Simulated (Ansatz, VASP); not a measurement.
One calculation of PbO, two programs

File INCAR:

```
PREC = Accurate
ENCUT = 520
EDIFF = 1E-7
ISMEAR = 0
SIGMA = 0.01
LREAL = False
LASPH = True
NELM = 100
ALGO = Normal
ISIF = 2
LWAVE = False
LCHARG = False
GGA = PE
NBANDS = 17
```

KPOINTS

```
regular mesh
0
Gamma
  6 6 6
```

File POSCAR:

```
PbO
1.0
    0.0000000000      2.8031371271      2.8031371271
    2.8031371271      0.0000000000      2.8031371271
    2.8031371271      2.8031371271      0.0000000000
Pb O
1 1
Direct
    0.0000000000      0.0000000000      0.0000000000
    0.2500000000      0.2500000000      0.2500000000
```

Input for Ansatz:

```yaml
crystal:
  lattice:
    - [0.0, 2.8031371271, 2.8031371271]
    - [2.8031371271, 0.0, 2.8031371271]
    - [2.8031371271, 2.8031371271, 0.0]
  atoms:
    - { symbol: Pb, position: [0.0, 0.0, 0.0] }
    - { symbol: O, position: [0.25, 0.25, 0.25] }
kpoints:
  mp_grid: { grid: [6, 6, 6] }
hamiltonian:
  xc: pbe
scf:
  occupations: { method: fixed }
  n_extra_bands: 4
output:
  forces: true
  stress: true
  eigenvalues: true
```

Alike in both runs: task single point; functional PBE; k mesh 6 × 6 × 6; no spin polarisation.

```csv
,VASP,Ansatz
version,VASP 6.6.1,Ansatz 0.2.0
potentials or method,"VASP PAW PBE potentials, release 64 (Pb_d, O)","plane waves, PAW"
plane-wave cutoff (eV),520,420
occupations,"gaussian, width 0.01 eV",fixed
valence electrons in the cell,20,20
```

```csv
,VASP,Ansatz,Ansatz less VASP
gap on the k mesh at the Fermi level (eV),0.48,0.48,-0.001
pressure (GPa),2.0,2.1,+0.02
```

Caveats: spin-orbit coupling is left out, which as a rule narrows the gap of such compounds by several tenths of an eV.
